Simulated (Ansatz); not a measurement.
# Crystal structures of selenium under LDA

Computed with Ansatz, DFT, LDA (PW92), plane waves (420 eV) with PAW, scalar-relativistic. The PAW files were generated under PBE, with cores re-solved for the functional.

Each structure is relaxed within its own symmetry, so a high-lying one may be dynamically unstable. No dispersion correction is added.

Problem. Rank these structures of selenium by energy per atom, lowest first.
A. rhombohedral Se6
B. simple cubic
C. bcc
D. fcc
E. A15
F. trigonal (grey) selenium
G. diamond
H. omega (AlB2-type)

Solution. F (0 meV/atom), A (41 meV/atom), B (82 meV/atom), C (444 meV/atom), H (486 meV/atom), G (556 meV/atom), D (581 meV/atom), E (628 meV/atom).

```tsv
structure	ΔE (meV/atom)	V (Å³/atom)	cell	magnetic state
trigonal (grey) selenium	0	23.10	a = 3.953 Å, c = 5.121 Å (c/a = 1.295)	spin not included
rhombohedral Se6	41	23.60	a = 10.632 Å, c = 4.339 Å (c/a = 0.408)	spin not included
simple cubic	82	21.24	a = 2.769 Å	spin not included
bcc	444	18.91	a = 3.357 Å	spin not included
omega (AlB2-type)	486	19.41	a = 4.654 Å, c = 3.105 Å (c/a = 0.667)	spin not included
diamond	556	29.33	a = 6.168 Å	spin not included
fcc	581	18.98	a = 4.234 Å	spin not included
A15	628	19.28	a = 5.363 Å	spin not included
```

ΔE counts from trigonal (grey) selenium.

Differences under about 8 meV lie within the error of the k-point mesh.
